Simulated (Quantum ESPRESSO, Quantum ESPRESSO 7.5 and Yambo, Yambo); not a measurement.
# Quasiparticle gap of SiC (P6_3mc) in Yambo

Aim: the G0W0 gap of SiC (P6_3mc) on PBE, step by step.

Method: PBE and many-body steps on it, plane waves, in Quantum ESPRESSO 7.5 and Yambo 5.3.0.

**The experiments to reproduce.**

- Gap 3.2 eV: experimental band gap quoted from earlier work; bulk crystal (quoted in “Local vibrational modes of Si vacancy spin qubits in SiC”, 2020, arxiv:2002.00067).

- Gap 3.26 eV: band gap at cryogenic temperature; bulk crystal (literature value) (quoted in “Silicon carbide diodes for neutron detection”, 2020, arxiv:2009.14696).

- Gap 3.285 eV: band gap at low temperature, quoted from earlier experiments; bulk crystal (quoted in “Excitation properties of the divacancy in 4H-SiC”, 2018, arxiv:1804.01167).

This is a report of a sequence of runs, with most program output left out.

## Step 1: Set-up

Symmetry: P6_3mc, No. 186, hexagonal system. The conventional cell has a = 3.076 Å, b = 3.076 Å, c = 10.071 Å, α = 90.00°, β = 90.00°, γ = 120.00°. Nearest to Si lie 4 C at 1.88 to 1.89 Å. Nearest to C lie 4 Si at 1.88 to 1.89 Å. Nearest to C lie 4 Si at 1.88 to 1.89 Å. Farther neighbours are not listed.

The cell and positions are those that the Materials Project relaxed with its own functionals (PBE, PBE+U or r2SCAN), kept fixed.

## Step 2: Ground state

This step: Quantum ESPRESSO 7.5; DFT, PBE, plane waves, norm-conserving pseudopotentials.

The ground-state density comes first.

pw.in

```
&control
  calculation = 'scf'
  prefix = 'x'
  outdir = 'o'
  pseudo_dir = 'pseudo'
/
&system
  ibrav = 0
  nat = 8
  ntyp = 2
  ecutwfc = 74.0
  nbnd = 24
  force_symmorphic = .true.
/
&electrons
  conv_thr = 1e-10
  electron_maxstep = 80
  mixing_beta = 0.5
/
ATOMIC_SPECIES
  Si 28.085 Si.upf
  C 12.011 C.upf
CELL_PARAMETERS angstrom
  3.0756941497 -0.0000000000 0.0000000000
  -1.5378470748 2.6636292679 0.0000000000
  0.0000000000 0.0000000000 10.0706464800
ATOMIC_POSITIONS crystal
  Si 0.6666666667 0.3333333333 0.9378419800
  Si 0.3333333333 0.6666666667 0.4378419800
  Si 0.0000000000 0.0000000000 0.6878943800
  Si 0.0000000000 0.0000000000 0.1878943800
  C 0.6666666667 0.3333333333 0.7498025900
  C 0.3333333333 0.6666666667 0.2498025900
  C 0.0000000000 0.0000000000 0.5004600500
  C 0.0000000000 0.0000000000 0.0004600500
K_POINTS automatic
  6 6 2 0 0 0
```

Launch:

```console
$ OMP_NUM_THREADS=1 mpirun -n 4 pw.x -nk 4 -in pw.in > pw.out
```

The job ended after 11 s (4 MPI ranks of Arm Neoverse V2, shared host; peak memory 0.36 GiB; 44 s of CPU time).

Numbers from this step:

* total energy: -1117.8116 eV
* gap: 2.228 eV
* k of the valence top: 0, 0, 0
* k of the conduction bottom: 0, -0.5, 0
* least direct gap: 3.353 eV

The gap is indirect, with the least direct gap 1.13 eV higher.

## Step 3: Bands along the symmetry lines

Levels along a band path, at the cheap level, show where the edges lie and whether the meshes to come will hold them.

pw.in

```
&control
  calculation = 'bands'
  prefix = 'x'
  outdir = 'o'
  pseudo_dir = 'pseudo'
/
&system
  ibrav = 0
  nat = 8
  ntyp = 2
  ecutwfc = 74.0
  nbnd = 22
  force_symmorphic = .true.
/
&electrons
  conv_thr = 1e-9
  electron_maxstep = 80
  diago_full_acc = .true.
  diago_thr_init = 5e-6
/
ATOMIC_SPECIES
  Si 28.085 Si.upf
  C 12.011 C.upf
CELL_PARAMETERS angstrom
  3.0756941497 -0.0000000000 0.0000000000
  -1.5378470748 2.6636292679 0.0000000000
  0.0000000000 0.0000000000 10.0706464800
ATOMIC_POSITIONS crystal
  Si 0.6666666667 0.3333333333 0.9378419800
  Si 0.3333333333 0.6666666667 0.4378419800
  Si 0.0000000000 0.0000000000 0.6878943800
  Si 0.0000000000 0.0000000000 0.1878943800
  C 0.6666666667 0.3333333333 0.7498025900
  C 0.3333333333 0.6666666667 0.2498025900
  C 0.0000000000 0.0000000000 0.5004600500
  C 0.0000000000 0.0000000000 0.0004600500
K_POINTS crystal
  75
  0.00000000 0.00000000 0.00000000 1
  0.06250000 0.00000000 0.00000000 1
  0.12500000 0.00000000 0.00000000 1
  0.18750000 0.00000000 0.00000000 1
  0.25000000 0.00000000 0.00000000 1
  0.31250000 0.00000000 0.00000000 1
  0.37500000 0.00000000 0.00000000 1
  0.43750000 0.00000000 0.00000000 1
  0.50000000 0.00000000 0.00000000 1
  0.47916667 0.04166667 0.00000000 1
  0.45833333 0.08333333 0.00000000 1
  0.43750000 0.12500000 0.00000000 1
  0.41666666 0.16666666 0.00000000 1
  0.39583333 0.20833333 0.00000000 1
  0.37500000 0.25000000 0.00000000 1
  0.35416666 0.29166666 0.00000000 1
  0.33333333 0.33333333 0.00000000 1
  0.29166666 0.29166666 0.00000000 1
  0.25000000 0.25000000 0.00000000 1
  0.20833333 0.20833333 0.00000000 1
  0.16666666 0.16666666 0.00000000 1
  0.12500000 0.12500000 0.00000000 1
  0.08333333 0.08333333 0.00000000 1
  0.04166667 0.04166667 0.00000000 1
  0.00000000 0.00000000 0.00000000 1
  0.00000000 0.00000000 0.06250000 1
  0.00000000 0.00000000 0.12500000 1
  0.00000000 0.00000000 0.18750000 1
  0.00000000 0.00000000 0.25000000 1
  0.00000000 0.00000000 0.31250000 1
  0.00000000 0.00000000 0.37500000 1
  0.00000000 0.00000000 0.43750000 1
  0.00000000 0.00000000 0.50000000 1
  0.06250000 0.00000000 0.50000000 1
  0.12500000 0.00000000 0.50000000 1
  0.18750000 0.00000000 0.50000000 1
  0.25000000 0.00000000 0.50000000 1
  0.31250000 0.00000000 0.50000000 1
  0.37500000 0.00000000 0.50000000 1
  0.43750000 0.00000000 0.50000000 1
  0.50000000 0.00000000 0.50000000 1
  0.47916667 0.04166667 0.50000000 1
  0.45833333 0.08333333 0.50000000 1
  0.43750000 0.12500000 0.50000000 1
  0.41666666 0.16666666 0.50000000 1
  0.39583333 0.20833333 0.50000000 1
  0.37500000 0.25000000 0.50000000 1
  0.35416666 0.29166666 0.50000000 1
  0.33333333 0.33333333 0.50000000 1
  0.29166666 0.29166666 0.50000000 1
  0.25000000 0.25000000 0.50000000 1
  0.20833333 0.20833333 0.50000000 1
  0.16666666 0.16666666 0.50000000 1
  0.12500000 0.12500000 0.50000000 1
  0.08333333 0.08333333 0.50000000 1
  0.04166667 0.04166667 0.50000000 1
  0.00000000 0.00000000 0.50000000 1
  0.50000000 0.00000000 0.50000000 1
  0.50000000 0.00000000 0.43750000 1
  0.50000000 0.00000000 0.37500000 1
  0.50000000 0.00000000 0.31250000 1
  0.50000000 0.00000000 0.25000000 1
  0.50000000 0.00000000 0.18750000 1
  0.50000000 0.00000000 0.12500000 1
  0.50000000 0.00000000 0.06250000 1
  0.50000000 0.00000000 0.00000000 1
  0.33333333 0.33333333 0.50000000 1
  0.33333333 0.33333333 0.43750000 1
  0.33333333 0.33333333 0.37500000 1
  0.33333333 0.33333333 0.31250000 1
  0.33333333 0.33333333 0.25000000 1
  0.33333333 0.33333333 0.18750000 1
  0.33333333 0.33333333 0.12500000 1
  0.33333333 0.33333333 0.06250000 1
  0.33333333 0.33333333 0.00000000 1
```

The job ended after 15 s (4 MPI ranks; peak memory 0.3 GiB).

Numbers from this step:

* gap: 2.228 eV
* k of the valence top: 0, 0, 0
* k of the conduction bottom: 0.5, 0, 0
* least direct gap: 3.353 eV

The gap is 2.228 eV, as in the run before at this level.

The electronic bands at the labelled points (eV, zero at the top of the highest filled band):

```
    point  band 13  band 14  band 15  band 16  band 17  band 18  band 19  band 20
        Γ    -0.58    -0.05     0.00     0.00     5.11     5.69     6.31     6.34
  halfway    -1.67    -1.63    -0.83    -0.55     3.79     4.30     5.09     6.14
        M    -2.37    -2.23    -1.58    -1.13     2.23     2.36     4.24     4.76
  halfway    -3.20    -2.57    -1.93    -1.85     3.15     3.99     4.73     6.09
        K    -4.00    -2.88    -2.88    -1.68     3.98     3.98     5.20     5.60
  halfway    -2.51    -2.08    -1.56    -0.93     4.70     4.93     5.30     6.34
        Γ    -0.58    -0.05     0.00     0.00     5.11     5.69     6.31     6.34
  halfway    -0.41    -0.41    -0.06    -0.06     5.17     5.54     6.52     6.58
        A    -0.21    -0.21    -0.21    -0.21     5.32     5.32     6.78     6.78
  halfway    -1.28    -1.28    -0.92    -0.92     3.96     3.96     5.58     5.58
        L    -2.51    -2.51    -1.56    -1.56     2.64     2.64     4.22     4.22
  halfway    -3.23    -3.23    -2.04    -2.04     3.53     3.53     5.51     5.51
        H    -2.76    -2.76    -2.46    -2.46     3.25     3.25     6.69     6.69
  halfway    -2.15    -2.15    -1.04    -1.04     4.96     4.96     5.53     5.53
        A    -0.21    -0.21    -0.21    -0.21     5.32     5.32     6.78     6.78
jump to L    -2.51    -2.51    -1.56    -1.56     2.64     2.64     4.22     4.22
  halfway    -2.49    -1.97    -1.89    -1.24     2.47     2.47     4.03     4.79
        M    -2.37    -2.23    -1.58    -1.13     2.23     2.36     4.24     4.76
jump to H    -2.76    -2.76    -2.46    -2.46     3.25     3.25     6.69     6.69
  halfway    -3.58    -2.65    -2.65    -2.00     3.55     3.55     5.62     6.19
        K    -4.00    -2.88    -2.88    -1.68     3.98     3.98     5.20     5.60
```

## Step 4: Empty states on the mesh, 3×3×2 mesh, 989 bands

The sums over transitions need many empty states on a uniform mesh; this step solves for them.

pw.in

```
&control
  calculation = 'nscf'
  prefix = 'x'
  outdir = 'o'
  pseudo_dir = 'pseudo'
/
&system
  ibrav = 0
  nat = 8
  ntyp = 2
  ecutwfc = 74.0
  nbnd = 989
  force_symmorphic = .true.
/
&electrons
  conv_thr = 1e-9
  electron_maxstep = 80
  diago_full_acc = .true.
  diago_thr_init = 5e-6
/
ATOMIC_SPECIES
  Si 28.085 Si.upf
  C 12.011 C.upf
CELL_PARAMETERS angstrom
  3.0756941497 -0.0000000000 0.0000000000
  -1.5378470748 2.6636292679 0.0000000000
  0.0000000000 0.0000000000 10.0706464800
ATOMIC_POSITIONS crystal
  Si 0.6666666667 0.3333333333 0.9378419800
  Si 0.3333333333 0.6666666667 0.4378419800
  Si 0.0000000000 0.0000000000 0.6878943800
  Si 0.0000000000 0.0000000000 0.1878943800
  C 0.6666666667 0.3333333333 0.7498025900
  C 0.3333333333 0.6666666667 0.2498025900
  C 0.0000000000 0.0000000000 0.5004600500
  C 0.0000000000 0.0000000000 0.0004600500
K_POINTS automatic
  3 3 2 0 0 0
```

The job ended after 5.8 min (4 MPI ranks; peak memory 2.7 GiB; 23 min of CPU time).

Numbers from this step:

| Quantity | Value |
| --- | --- |
| gap | 3.011 eV |
| k of the valence top | 0, 0, 0 |
| k of the conduction bottom | 0, 0.3333, 0 |
| least direct gap | 3.856 eV |
| k points computed | 6 |
| lowest point of the top converged band, above the valence top | 279.4841 eV |

On this mesh the gap is 3.011 eV. The earlier step found 2.228 eV, so this mesh misses an edge.

## Step 5: Conversion and set-up

This step: Yambo 5.3.0; conversion and set-up on PBE, plane waves, norm-conserving pseudopotentials.

The states are converted to the many-body program's format and the q mesh is built.

Launch:

```console
$ (cd o/x.save; p2y > p2y.log; mv SAVE ../..); yambo > setup.log
```

It took 2.4 s on 1 MPI rank; peak memory 0.24 GiB.

## Step 6: Screening and self-energy, 3×3×2 mesh, 413 bands, screening to 231.3 eV

Now the one-shot GW correction: screening in the RPA, then the self-energy of the levels asked for.

This step: G0W0 on PBE, plane waves, norm-conserving pseudopotentials.

gw2.in

```
HF_and_locXC
gw0
dyson
ppa
em1d
rim_cut
RandQpts= 1000000
RandGvec= 1 RL
EXXRLvcs= 74 Ry
VXCRLvcs= 296 Ry
Chimod= "HARTREE"
% BndsRnXp
 1 | 413 |
%
NGsBlkXp= 17 Ry
% LongDrXp
 1 | 1 | 1 |
%
% GbndRnge
 1 | 413 |
%
DysSolver= "n"
ExtendOut
PPAPntXp= 27.21138 eV
% QPkrange
 1 | 1 | 15 | 18 |
 3 | 3 | 15 | 18 |
%
```

Launch:

```console
$ OMP_NUM_THREADS=1 mpirun -n 4 yambo -F gw2.in -J gw2 -C gw2 > gw2.log
```

It took 6.9 min on 4 MPI ranks; peak memory 2.6 GiB; 28 min of CPU time.

This step gave:

```
G0W0 gap on the points computed              : 3.875 eV
starting gap on the mesh                     : 3.011 eV
k of the valence top                         : 0, 0, 0
k of the conduction bottom                   : 0, 0.3333, 0
least direct G0W0 gap on the computed points : 4.818 eV
Z at the valence top                         : 0.7904
Z at the conduction bottom                   : 0.8141
```

The gap on the mesh goes from 3.01 eV to 3.87 eV, a correction of +0.86 eV. The start differs from the 2.23 eV found before because the two sample other k points.

Limits: finite bands, cutoff and mesh; coarse k mesh. v1 is the top filled band, c1 the lowest empty one. Levels before and after the correction, in eV, zero at the valence-band top of each column:

```
           conduction bottom  valence top
Kohn-Sham               3.01         0.00
     G0W0               3.87         0.00
```

```
                    level  energy (eV)
Kohn-Sham         Γ v2-v1        0.000
Kohn-Sham            Γ c1        5.111
Kohn-Sham            Γ c2        5.691
Kohn-Sham  (0 0.333 0) v2       -1.372
Kohn-Sham  (0 0.333 0) v1       -0.845
Kohn-Sham  (0 0.333 0) c1        3.011
Kohn-Sham  (0 0.333 0) c2        3.247
     G0W0         Γ v2-v1        0.000
     G0W0            Γ c1        6.110
     G0W0            Γ c2        6.683
     G0W0  (0 0.333 0) v2       -1.442
     G0W0  (0 0.333 0) v1       -0.943
     G0W0  (0 0.333 0) c1        3.875
     G0W0  (0 0.333 0) c2        4.114
```

## Step 7: Where the time went

Times are wall times on the hardware named with each run, good to a factor of about two.

```
                          step     time  share  memory (GiB)
                  ground state     11 s    1 %          0.36
bands along the symmetry lines     15 s    2 %           0.3
      empty states on the mesh  5.8 min   44 %           2.7
         conversion and set-up    2.4 s    0 %          0.24
     screening and self-energy  6.9 min   52 %           2.6
```

## Step 8: Outcome

| Item | Value |
| --- | --- |
| PBE gap | 2.23 eV, indirect |
| G0W0 gap on the mesh | 3.87 eV |
| G0W0 gap over the zone (rigid shift) | 3.09 eV |
| GW settings | 3×3×2 mesh, 413 bands, screening to 231.3 eV, Godby-Needs plasmon pole |
| known limits | not at the basis limit; coarse k mesh |

**Reading.** G0W0 moves the gap on the mesh from 3.01 eV to 3.87 eV (+0.86 eV), with Z of 0.79 and 0.81 at the edges. The mesh misses the band edges by 0.78 eV in all; a rigid shift gives 3.09 eV for the zone. Only 2 of the mesh's irreducible points were corrected, so a valley elsewhere could overtake. Against experiment, by G0W0@PBE: the gap of 3.09 eV lies −0.11 eV from the measured 3.2 eV (kind not stated, quoted 2020); the gap of 3.09 eV lies −0.17 eV from the measured 3.26 eV (kind not stated, quoted 2020); the gap of 3.09 eV lies −0.19 eV from the measured 3.285 eV (kind not stated, quoted 2018). The calculation has static nuclei and no excitons; a measured gap holds zero-point and thermal motion, which mostly lowers it. Bands and cutoff are finite, so the gap is not at the basis limit. The miss can reach some tenths of an eV and take either sign; the mesh is an error of its own. In the G0W0 run levels were corrected at 2 k points alone, so a gap called «on the mesh» is the least over those, and an edge elsewhere would be missed. A denser mesh or path gives a starting gap of 2.23 eV: the GW mesh misses a band edge, so its gaps are not the fundamental one. The 3×3×2 mesh is coarse for this cell, which bears on the long-range parts of exchange and screening.

[Paths, hosts, dates, memory and timing lines, banners, echoed tables and standing remarks are left out of the program output.]

[Logs are printed without paths, hosts, clocks, repeated set-up lines and the standing remarks that a program may print on its own settings, such as how far it seeks lower states.]

[Runs of the session that timed out or met a known fault of the program may be left out.]

[Hosts, paths, dates, database ids (printed as entryN), source tags and the programs' standing remarks are cut or masked in the printed files.]
